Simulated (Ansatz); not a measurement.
**SrAgSe₂: settings compared (Ansatz)**

Input:

```yaml
crystal:
  lattice:
    - [0.0, 6.350832, 0.0]
    - [6.350832, 0.0, 0.0]
    - [3.175416, 3.175416, -5.784116]
  atoms:
    - { symbol: Ag, position: [0.0, 0.0, 0.0] }
    - { symbol: Ag, position: [0.75, 0.25, 0.5] }
    - { symbol: Sr, position: [0.5, 0.5, 0.0] }
    - { symbol: Sr, position: [0.25, 0.75, 0.5] }
    - { symbol: Se, position: [0.375, 0.395, 0.75] }
    - { symbol: Se, position: [0.605, 0.125, 0.25] }
    - { symbol: Se, position: [0.875, 0.855, 0.75] }
    - { symbol: Se, position: [0.145, 0.625, 0.25] }
  symmetry: { tolerance: 0.0003 }
kpoints:
  mp_grid: { grid: [3, 3, 3], shift: [0, 0, 0] }
magnetization:
  spin_polarized: false
scf:
  occupations: { method: fermi_dirac }
hamiltonian:
  pseudopotentials: { kind: paw }
  xc: pbe
basis:
  ecutwfc: 420
output:
  forces: true
  stress: true
  eigenvalues: true
  write_density: true
  write_potential: true
  elf: true
  volumetric_format: npy
```

Launch command:

```bash
ansatz run input.yaml --threads 1 --pin off --max-ram 2560MiB --backend cpu --events-out ev --progress --plain --runs-dir out
```

Origin of the cell: a known structure type with other elements, at an estimated volume, so it need not be a known compound.

The smearing width isn't typed, so it takes its default of 0.1 eV.

Output of this run (shortened):

```
SCF iter   1: F=—  HF=-44148.042304 eV  Δρ=2.58e-3  dr2=9.96e-3  defer=25
SCF iter   2: F=—  HF=-44148.048855 eV  Δρ=9.58e-4  dr2=2.26e-3  defer=31
SCF iter   3: F=—  HF=-44148.048482 eV  Δρ=3.33e-4  dr2=3.67e-4  defer=31
SCF iter   4: F=—  HF=-44148.048467 eV  Δρ=1.12e-4  dr2=7.10e-5  defer=31
SCF iter   5: F=—  HF=-44148.048305 eV  Δρ=8.30e-5  dr2=1.87e-5  defer=31
SCF iter   6: F=—  HF=-44148.048302 eV  Δρ=3.33e-5  dr2=4.93e-6  defer=31
SCF iter   7: F=—  HF=-44148.048301 eV  Δρ=1.34e-5  dr2=6.67e-7  defer=31
SCF iter   8: F=-44148.048301 eV  HF=-44148.048301 eV  Δρ=3.85e-6  dr2=5.92e-8
SCF 1 converged in 8 iterations: F = -44148.048301 eV  dr2 = 5.92e-8
SCF converged after 8 iterations
Free energy (F): -44148.048301 eV
Harris-Foulkes:  -44148.048301 eV  (|F-HF|=1.01e-7)
Internal energy: -44147.755810 eV  (E = F + TS)
E sigma→0 (E₀):  -44147.902056 eV
Entropy (-TS):   -0.292491 eV (-36.561 meV/atom)
Fermi energy:    6.421098 eV
--- Per-component energies (eV) ---
  E_band       = -2562.129752
  E_kinetic    = 2041.493259
  E_local      = -19075.284562  (includes V_loc(G=0)·N_el)
  E_nonlocal   = -1817.202213
  E_hartree    = 8753.959817
  E_xc         = -1139.107950
  E_vxc        = -1194.004354  (∫ρ·V_xc dr)
  E_paw        = -20837.490289  (= ΣΔE_a)
  E_vpaw       = -25.041556  (= ΣTr[D̂ρ^β])
  E_aug_tail   = -0.001791  (compensation charges beyond the density's cutoff)
  E_ewald      = -12074.122081
  E_smearing   = -0.292491  (= −TS)
  Σ components = -44148.048301   (vs F -44148.048301, Δ=0.00e0)
--- Forces (eV/Å), atoms counted from 1 ---
  atom   1  Ag    -0.000000    -0.000000     0.000000
  atom   2  Ag    -0.000000     0.000000     0.000000
  atom   3  Sr     0.000000    -0.000000     0.000000
  atom   4  Sr     0.000000     0.000000     0.000000
  atom   5  Se    -3.544749     0.000000    -0.000000
  atom   6  Se     0.000000     3.544749     0.000000
  atom   7  Se     3.544749     0.000000     0.000000
  atom   8  Se     0.000000    -3.544749     0.000000
  max |Σ_I F_I| component: 4.46e-16 eV/Å
--- Stress (GPa, compression-positive) ---
       11.212427       0.000000       0.000000
        0.000000      11.212427       0.000000
        0.000000       0.000000      10.247050
  P = ⅓ Tr σ = 10.8906 GPa (108.906 kbar)
```

The same input was run again with these changes:

1. `hamiltonian.hubbard` default → { sites: [{ species: Ag, l: d, u_eff: 8.0 }], double_counting: fll }; `scf.n_extra_bands` default → 2; `basis.ecutwfc` 420 → "500 eV"
2. `scf.eigensolver.kind` default → davidson
3. `hamiltonian.xc` pbe → rpbe
4. `hamiltonian.pseudopotentials` { kind: paw } → { kind: nc, accuracy: standard }

```json
{"run": "base", "end": "converged", "SCF iterations": "8", "P (GPa)": "10.89", "max force component (eV/Å)": "3.545", "moment (μB)": "–", "ΔE(σ→0) (meV/atom)": "0"}
{"run": "1", "end": "converged", "SCF iterations": "12", "P (GPa)": "11.89", "max force component (eV/Å)": "3.176", "moment (μB)": "–", "ΔE(σ→0) (meV/atom)": "–"}
{"run": "2", "end": "converged", "SCF iterations": "8", "P (GPa)": "10.89", "max force component (eV/Å)": "3.545", "moment (μB)": "–", "ΔE(σ→0) (meV/atom)": "0.00"}
{"run": "3", "end": "converged", "SCF iterations": "9", "P (GPa)": "12.84", "max force component (eV/Å)": "3.550", "moment (μB)": "–", "ΔE(σ→0) (meV/atom)": "–"}
{"run": "4", "end": "converged", "SCF iterations": "9", "P (GPa)": "6.40", "max force component (eV/Å)": "2.806", "moment (μB)": "–", "ΔE(σ→0) (meV/atom)": "–"}
```

Energies are compared only where functional, datasets, charge and starting cell are the same.

Caveats of the base run: the k mesh is coarse if the cell is a metal.

Run 3: forces of this functional can be a tenth off on datasets made under PBE.
Run 4: the cutoff lies below the datasets' advice.

Time of the base run: 15 s on 1 thread of Arm Neoverse V1 (shared host), peak memory 0.47 GiB, from the program's own first density.
